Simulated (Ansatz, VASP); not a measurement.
## Two plane-wave programs on Pt

```
Pt
1.0
     0.00000    1.90895    1.95790
     1.90895    0.00000    1.95790
     1.90895    1.90895    0.00000
Pt
1
Direct
  0.00000 0.00000 0.00000
```

Change from the starting cell: strain -0.0250 x Voigt [1, 1, 0, 0, 0, 0], atoms carried along.

Alike in both runs: task single point; functional r2SCAN; k mesh 20 × 20 × 20; occupations gaussian, width 0.15 eV; no spin polarisation.

```csv
,VASP,Ansatz
version,VASP 6.6.1,Ansatz 0.2.0
potentials or method,"VASP PAW PBE potentials, release 64 (Pt)","scalar-relativistic, plane waves, PAW"
plane-wave cutoff (eV),520,500
valence electrons in the cell,10,18
```

|  | VASP | Ansatz | Ansatz less VASP |
| --- | --- | --- | --- |
| gap on the k mesh at the Fermi level (eV) | none | none | - |
| pressure (GPa) | 24.0 | 22.8 | -1.15 |
| largest component of the traceless stress (GPa) | 2.34 | 2.31 | -0.023 |

A gap of «none» marks a metal or a gap that the smearing closes. With one functional, cell and mesh, what is left measures potentials, basis and numerics. The two sets of potentials don't hold the same shells in valence.

Caveats: so large a pressure means that the cell lies far from this level's equilibrium, or that cutoff or potentials fall short (VASP); the potentials were made for another functional, which shifts forces and pressure (VASP). The runs have no spin-orbit coupling, so splittings on Pt are missing.
